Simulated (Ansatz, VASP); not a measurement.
## Two plane-wave programs on HgS3

```xyz
4
Lattice="-1.7752 1.7752 8.3322 1.7752 -1.7752 8.3322 1.7752 1.7752 -8.3322" Properties=species:S:1:pos:R:3 pbc="T T T"
Hg    0.0000    0.0000    0.0000
S     0.0000    0.0000    8.3322
S     1.7752    0.0000    4.1661
S     0.0000    1.7752    4.1661
```

Alike in both runs: functional PBE; k mesh 6 × 6 × 6; occupations gaussian, width 0.1 eV; no spin polarisation.

Ansatz relaxed the structure, and its values are those at the end. VASP's run is a single point on that final structure, the one shown.

|  | VASP | Ansatz |
| --- | --- | --- |
| version | VASP 6.6.1 | Ansatz 0.2.0 |
| potentials or method | VASP PAW PBE potentials, release 64 (Hg, S) | scalar-relativistic, plane waves, PAW |
| plane-wave cutoff (eV) | 520 | 420 |
| valence electrons in the cell | 30 | 38 |

|  | VASP | Ansatz | Ansatz less VASP |
| --- | --- | --- | --- |
| gap on the k mesh at the Fermi level (eV) | none | none | - |
| pressure (GPa) | 0.2 | 0.0 | -0.21 |

A gap of «none» marks a metal or a gap that the smearing closes. The two sets of potentials don't hold the same shells in valence.

Caveats: the k mesh is coarse (spacing up to 0.42 Å⁻¹), so the values aren't converged. The runs have no spin-orbit coupling, so splittings on Hg are missing.
